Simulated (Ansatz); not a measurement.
## MoSe2 under changes of volume

One of the cells (20.129 Å³/atom); the others are scaled copies at fixed shape and fractional positions:

```
CELL_PARAMETERS angstrom
3.28800 0.00000 0.00000
-1.64400 2.84749 0.00000
0.00000 0.00000 12.90000
ATOMIC_POSITIONS crystal
Mo 0.66667 0.33333 0.75000
Mo 0.33333 0.66667 0.25000
Se 0.66667 0.33333 0.37500
Se 0.33333 0.66667 0.87500
Se 0.66667 0.33333 0.12500
Se 0.33333 0.66667 0.62500
```

| Property | Result |
| --- | --- |
| Program | Ansatz 0.2.0 |
| Functional | PBEsol |
| Potentials or basis | all-electron LAPW, scalar-relativistic |
| Cutoff | 296 eV (chosen from the basis error) |
| Basis error allowed | 0.001 eV/atom |
| k mesh | 9 × 9 × 2 |
| Occupations | fermi-dirac, width 0.05 eV |
| Spin | no spin polarisation |

```tsv
volume (Å³/atom)	energy over the lowest point (meV/atom)	pressure (GPa)	largest force (eV/Å)
18.922	64.66	13.3	1.964
19.324	36.06	9.6	1.544
19.727	16.34	6.2	1.156
20.129	?	?	?
20.532	0.00	0.5	0.462
20.935	1.85	-1.9	0.153
21.337	9.49	-4.1	0.134
```

Problem. What does the run at 20.129 Å³/atom give?

Solution. Energy over the lowest point 4.59 meV/atom; pressure 3.2 GPa; largest force 0.796 eV/Å.

Worked out: A Birch-Murnaghan fit of order 3 (a polynomial in V^(-2/3)) to the other rows has its minimum at 20.61 Å³/atom with B0 = V·E''(V) = 128 GPa and B' = 4.5 at fixed shape and positions, which overstates the stiffness. It gives 4.59 meV/atom at 20.129 Å³/atom, against the run's 4.59, and -dE/dV = 3.2 GPa, against 3.2.

Energies are extrapolated to zero smearing.

Caveats: the cell's inner coordinates are idealised or old, which leaves forces on the atoms; this functional lacks dispersion, which binds the layers, so the pressure and a relaxed spacing across them are unreliable.

The runs don't all hold the same shells in valence.
